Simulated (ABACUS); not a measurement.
Runs of ABACUS 3.10.1 on W. The structure is cubic, space group Fm-3m (No. 225). Conventional cell: a = 4.060 Å, b = 4.060 Å, c = 4.060 Å, α = 90.00°, β = 90.00°, γ = 90.00°. W (site symmetry m-3m) has 12 W at 2.87 Å as nearest neighbours. This isn't the form of W at room conditions, which is bcc.

```csv
task,potentials or basis,cell,orbital files,gap on the mesh (eV),pressure (GPa),V0 of scaled cells (Å³/atom),B0 (GPa)
single point,"PseudoDojo NC SR 0.4.1 PBE standard, DZP LCAO (the cutoffs set its grid)",cell strained at random at fixed volume,W W_confined-atom_7au_3s2p2d1f.orb,none,-3.4,-,-
single point,"PseudoDojo NC SR 0.4.1 PBE standard, TZDP LCAO (the cutoffs set its grid)",as given,W W_confined-atom_7au_4s3p3d1f.orb,none,-4.2,-,-
equation of state,"PseudoDojo NC SR 0.4.1 PBE standard, TZDP LCAO (the cutoffs set its grid)",as given,W W_confined-atom_7au_4s3p3d1f.orb,-,-,(b),296
single point,"PseudoDojo NC SR 0.4.1 PBE standard, DZP LCAO (the cutoffs set its grid)",as given,W W_confined-atom_7au_3s2p2d1f.orb,none,(a),-,-
equation of state,"PseudoDojo NC SR 0.4.1 PBE standard, DZP LCAO (the cutoffs set its grid)",as given,W W_confined-atom_7au_3s2p2d1f.orb,-,-,16.53,292
```

Alike in all rows: level PBE; no spin polarisation; k mesh 11 × 11 × 11; cutoff (eV) 1361; smearing fermi-dirac 0.05 eV.

Task: Fill in the values left out.

Result: (a) -3.5; (b) 16.49.

Caveats: the atomic orbitals were generated for these runs and aren't a published set; the basis of atomic orbitals isn't converged, which shifts pressures, moduli and gaps.

A k mesh can miss the band edges, and the runs leave out spin-orbit coupling on W.

A gap of «none» marks a metal or a gap under the smearing width.
